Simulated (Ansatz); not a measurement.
# FeO and the effect of the starting magnetic order

It takes space group R-3m (No. 166, trigonal). Conventional cell: a = 3.035 Å, b = 3.035 Å, c = 7.547 Å, α = 90.00°, β = 90.00°, γ = 120.00°. Around Fe (site symmetry -3m) lie 6 O at 2.16 Å. O (site symmetry -3m) has 6 Fe at 2.16 Å as nearest neighbours.

The cell comes from a database or a generator and needn't be the form met in nature.

Kept alike: task single point; functional PBE; k mesh 11 × 11 × 11; occupations fermi-dirac, width 0.05 eV. Program: Ansatz, Ansatz PAW, cutoff 420 eV. The mesh is that of the run's cell of 2 atoms. No spin-orbit coupling.

| starting magnetic order | largest site moment (μB) | moment of the cell (μB) | free energy over the lowest row (meV/atom) |
| --- | --- | --- | --- |
| ferromagnetic start, larger moments | 3.45 | 4.00 | 0.00 |
| fm | 3.45 | 4.00 | 0.00 |
| random | 3.45 | 4.00 | 0.00 |
| spin off | 0.00 | 0.00 | 707.98 |

For a metal such a mesh leaves the last digits unconverged. Moments of the cell are magnitudes, and a label names the start alone. The runs hold the magnetic state that their start led to, which needn't be the lowest. The row without spin has no moments by construction. Site moments count inside each atom's sphere or projector.

What does the starting magnetic order change here?

The largest site moment runs from 0.00 (spin off) to 3.45 μB (ferromagnetic start, larger moments; fm; random). The moment of the cell runs from 0.00 (spin off) to 4.00 μB (ferromagnetic start, larger moments; fm; random). The free energy is lowest at ferromagnetic start, larger moments; fm; random, and 707.98 meV an atom higher at spin off. Starts that end at one energy have found one state: ferromagnetic start, larger moments; fm; random.
